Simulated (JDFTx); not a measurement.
Na under changes of volume

One of the cells (39.256 Å³/atom); the others are scaled copies at fixed shape and fractional positions:

```
Na
1.0
    -2.14100    2.14100    2.14100
     2.14100   -2.14100    2.14100
     2.14100    2.14100   -2.14100
Na
1
Cartesian
  0.0000 0.0000 0.0000
```

| Quantity | Value |
| --- | --- |
| Program | JDFTx 1.7.0 (patched build) |
| Functional | r2SCAN |
| Potentials or basis | SG15-PBE-1.2 |
| Cutoff | 1088 eV |
| Density cutoff | 4354 eV |
| k mesh | 9 × 9 × 9 |
| Occupations | fermi-dirac, width 0.05 eV |
| Spin | no spin polarisation |

```tsv
volume (Å³/atom)	energy over the lowest point (meV/atom)	pressure (GPa)
36.901	1.57	0.2
37.686	?	?
38.471	0.00	-0.1
39.256	0.37	-0.3
40.041	1.39	-0.4
40.827	3.07	-0.5
```

Problem. What does the run at 37.686 Å³/atom give?

Solution. Energy over the lowest point 0.36 meV/atom; pressure 0.0 GPa.

Worked out: A Birch-Murnaghan fit of order 3 (a polynomial in V^(-2/3)) to the other rows has its minimum at 38.48 Å³/atom with B0 = V·E''(V) = 7.4 GPa and B' = 2.9. It gives 0.39 meV/atom at 37.686 Å³/atom, against the run's 0.36, and -dE/dV = 0.2 GPa, against 0.0.

Energies are extrapolated to zero smearing.

Caveats: the potentials were made for another functional, which shifts forces and pressure.
